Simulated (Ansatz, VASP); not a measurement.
**One calculation of MgI2, two programs**

```
CELL_PARAMETERS angstrom
4.20720 0.00000 0.00000
-2.10360 3.64354 0.00000
0.00000 0.00000 8.02030
ATOMIC_POSITIONS crystal
Mg 0.00000 0.00000 0.00000
I 0.33333 0.66667 0.79119
I 0.66667 0.33333 0.20881
```

Change from the starting cell: engineering shear strain xz +0.0000, normal strain along z +0.0267.

Alike in both runs: functional PBE; k mesh 6 × 6 × 4; occupations gaussian, width 0.05 eV; no spin polarisation.

Ansatz relaxed the structure, and its values are those at the end. VASP's run is a single point on that final structure, the one shown.

```csv
,VASP,Ansatz
version,VASP 6.6.1,Ansatz 0.2.0
potentials or method,"VASP PAW PBE potentials, release 64 (Mg, I)","scalar-relativistic, plane waves, PAW"
plane-wave cutoff (eV),520,520
valence electrons in the cell,16,44
```

```csv
,VASP,Ansatz,Ansatz less VASP
gap on the k mesh at the Fermi level (eV),3.61,3.63,+0.017
least direct gap on the mesh (eV),3.72,3.73,+0.014
pressure (GPa),-0.1,0.0,+0.05
rms of the force components (eV/Å),0.008,0.003,-0.0047
```

The two sets of potentials don't hold the same shells in valence. Ansatz warned: «stress_scf_threshold_loose».

Caveats: spin-orbit coupling is left out, which moves the levels of the heavy elements; this functional lacks dispersion, which binds the layers, so the pressure and a relaxed spacing across them are unreliable. A k mesh can miss the band edges.
